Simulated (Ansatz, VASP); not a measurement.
## GaP in VASP and in Ansatz

File INCAR:

```
ALGO = Normal ; EDIFF = 1E-6
ENCUT = 520 ; GGA = PS
GGA_COMPAT = False ; ISIF = 2
ISMEAR = 0 ; LASPH = True
LCHARG = False ; LNONCOLLINEAR = True
LORBIT = 11 ; LORBMOM = True
LREAL = False ; LSORBIT = True
LWAVE = False ; MAGMOM = 0 0 0 0 0 0
NBANDS = 30 ; NELM = 150
PREC = Accurate ; SIGMA = 0.01
```

Contents of KPOINTS:

```
k-points
0
Gamma
  8 8 8
```

File POSCAR:

```
GaP
1.0
    2.7192641266      2.7192641266      0.0000000000
   -2.7192641266      2.7192641266      0.0000000000
    0.0000000000      2.7192641266      2.7192641266
Ga P
1 1
Direct
    0.0000000000      0.0000000000      0.0000000000
    0.7500000000      0.2500000000      0.5000000000
```

Input for Ansatz:

```yaml
crystal:
  lattice:
    - [2.71926412662, 2.71926412662, 0.0]
    - [-2.71926412662, 2.71926412662, 0.0]
    - [0.0, 2.71926412662, 2.71926412662]
  atoms:
    - { symbol: Ga, position: [0.0, 0.0, 0.0] }
    - { symbol: P, position: [0.75, 0.25, 0.5] }
kpoints:
  mp_grid: { grid: [8, 8, 8] }
scf:
  occupations: { method: fixed }
  convergence: { dr2_threshold: 1.0e-10 }
hamiltonian:
  xc: pbesol
  pseudopotentials: { kind: all_electron, lapw: { basis_error: 0.0005 } }
magnetization:
  noncollinear: true
  spin_orbit: true
output:
  forces: true
  stress: true
  eigenstates:
    kpoints:
      - [0.0, 0.0, 0.0]
      - [0.429517813, -0.429517812, 1.0e-09]
      - [0.429517813, 0.429517812, 0.429517812]
      - [1.0e-09, 0.0, 0.429517813]
      - [0.5, 0.0, 0.0]
      - [0.0, 0.5, 0.5]
      - [0.0, -0.5, 0.0]
      - [0.5, 0.0, 0.5]
      - [-0.5, -0.5, -0.5]
      - [-0.5, 0.5, 0.0]
      - [0.0, 0.0, -0.5]
  eigenvalues: true
```

Change from the starting cell: unstrained.

Alike in both runs: task single point; functional PBEsol; k mesh 8 × 8 × 8; non-collinear spin, spin-orbit coupling.

|  | VASP | Ansatz |
| --- | --- | --- |
| version | VASP 6.6.1 | Ansatz 0.2.0 |
| potentials or method | VASP PAW PBE potentials, release 64 (Ga_d, P) | all-electron LAPW |
| plane-wave cutoff (eV) | 520 | see its input |
| occupations | gaussian, width 0.01 eV | fixed |

```tsv
	VASP	Ansatz	Ansatz less VASP
gap on the k mesh at the Fermi level (eV)	1.48	1.47	-0.002
pressure (GPa)	-0.2	0.0	+0.17
net moment per atom (μB)	0.00	0.00	0.000
```

Ansatz ran all-electron here, so the differences hold the error of VASP's frozen core and of both bases.

Caveats: the PAW data sets were made with another functional, which shifts forces and pressure a little (VASP).
